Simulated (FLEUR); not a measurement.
## Pb: equation of state with PBE

Pb:

```
Pb
1.0
    -1.97966    1.97966    1.97966
     1.97966   -1.97966    1.97966
     1.97966    1.97966   -1.97966
Pb
1
Direct
  0.00000 0.00000 0.00000
```

This isn't the form of Pb at room conditions, which is fcc.

```yaml
Program: FLEUR MaX-R8.1 (later development tree)
Task: equation of state
Functional: PBE
Potentials_or_basis: all-electron
Basis: FLAPW
Kmax: 3.8 1/bohr
k_mesh: 9 × 9 × 9
Occupations: fermi-dirac, width 0.05 eV
Spin: no spin polarisation
```

| Item | Value |
| --- | --- |
| Equilibrium volume | 31.67 Å³/atom |
| Bulk modulus | 38 GPa |
| Pressure derivative of the bulk modulus | 6.3 |

Energy against volume, from the lowest point:
| volume (Å³/atom) | energy (meV/atom) |
| --- | --- |
| 29.172 | 28.34 |
| 29.792 | 15.21 |
| 30.413 | 6.47 |
| 31.034 | 1.45 |
| 31.654 | 0.00 |
| 32.275 | 1.22 |
| 32.896 | 5.02 |

Spin-orbit coupling is left out, which matters for the levels of Pb.
